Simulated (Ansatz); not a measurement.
# Ga: the cost of one run

Program: Ansatz 0.2.0. Level of theory: DFT PBEsol, scalar-relativistic, plane waves, PAW. These are calculated values, not measurements.

1 further run of the same task is left out (set aside as unsound or not needed).

### 1 The starting structure

The structure is monoclinic, space group C2/c (No. 15). The conventional cell has a = 2.741 Å, b = 7.926 Å, c = 3.307 Å, α = 90.00°, β = 94.09°, γ = 90.00°. Ga (site symmetry 2) is surrounded by 8 Ga at 2.69 to 2.89 Å.

Structure file:

```
Ga
1.0
     1.37031   -3.96307   -0.02486
     1.37031    3.96307   -0.02486
    -0.17624    0.00000    3.30212
Ga
2
Direct
  0.86624 0.13376 0.25000
  0.13376 0.86624 0.75000
```

It is the result of an earlier relaxation at this level (volume 17.92 Å³/atom; gap on the mesh: none (metal)).

### 2 Bands, states and charges

Contents of input.yaml:

```yaml
crystal:
  lattice:
    - [1.3703101543, -3.9630705529, -0.0248640241]
    - [1.3703101543, 3.9630705529, -0.0248640241]
    - [-0.1762388918, 0.0, 3.3021217001]
  atoms:
    - { symbol: Ga, position: [0.8662412809, 0.1337587191, 0.25] }
    - { symbol: Ga, position: [0.1337587191, 0.8662412809, 0.75] }
basis:
  ecutwfc: 420
kpoints:
  mp_grid: { grid: [16, 16, 12] }
  band_path:
    path:
      - [[0.0, 0.0, 0.0], [-0.5, 0.5, 0.0], [-0.5, 0.5, 0.5], [0.0, 0.0, 0.5], [0.0, 0.0, 0.0]]
      - [[-0.5, 0.0, 0.5], [0.0, 0.0, 0.0], [-0.5, 0.0, 0.0]]
    npoints: 14
hamiltonian:
  xc: pbesol
scf:
  occupations: { method: gaussian, width: 0.1 }
  n_extra_bands: 6
output:
  forces: true
  stress: true
  eigenvalues: true
  populations: true
  dos: { projected: true, de: 0.02, nscf_kmesh: { grid: [24, 24, 18] } }
  bader: true
  write_density: true
  write_potential: true
  elf: true
  volumetric_format: npy
```

Run with:

```sh
> ansatz run input.yaml --threads 1 --pin off --max-ram 2560MiB --backend cpu --events-out ev --progress --plain --runs-dir out
```

What time and memory should one allow on 1 thread of Arm Neoverse V2, shared host?

About 97 s, with a peak of 1.2 GiB.
